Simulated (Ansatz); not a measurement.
Crystal: KCl.

```xyz
2
Lattice="3.8392 0.0000 0.0000 0.0000 3.8392 0.0000 0.0000 0.0000 3.8392" Properties=species:S:1:pos:R:3 pbc="T T T"
K     0.0000    0.0000    0.0000
Cl    1.9196    1.9196    1.9196
```

Measurements of this composition are mostly on another form, of space group No. 225.

Base run:

| Property | Result |
| --- | --- |
| Program | Ansatz 0.2.0 |
| Functional | PBE |
| Potentials or basis | all-electron PAW datasets made for the crystal |
| Cutoff | 240 eV (chosen from the basis error) |
| k mesh | 6 × 6 × 6 |
| Occupations | fermi-dirac, width 0.05 eV |
| Spin | no spin polarisation |

Its results: band gap on the k mesh 4.80 eV, indirect (least direct gap 5.00 eV); pressure -0.1 GPa.

**Question.** The run is repeated on the same cell with these changes: functional from PBE to PBE0; cutoff from 240 eV (chosen from the basis error) to 270 eV (chosen from the basis error). What comes out?

**Answer.** Band gap on the k mesh 6.84 eV, indirect (least direct gap 7.06 eV); pressure -0.5 GPa.

PBE0 gives the wider gap, since exact exchange removes part of the self-interaction.

A k mesh can miss the band edges.
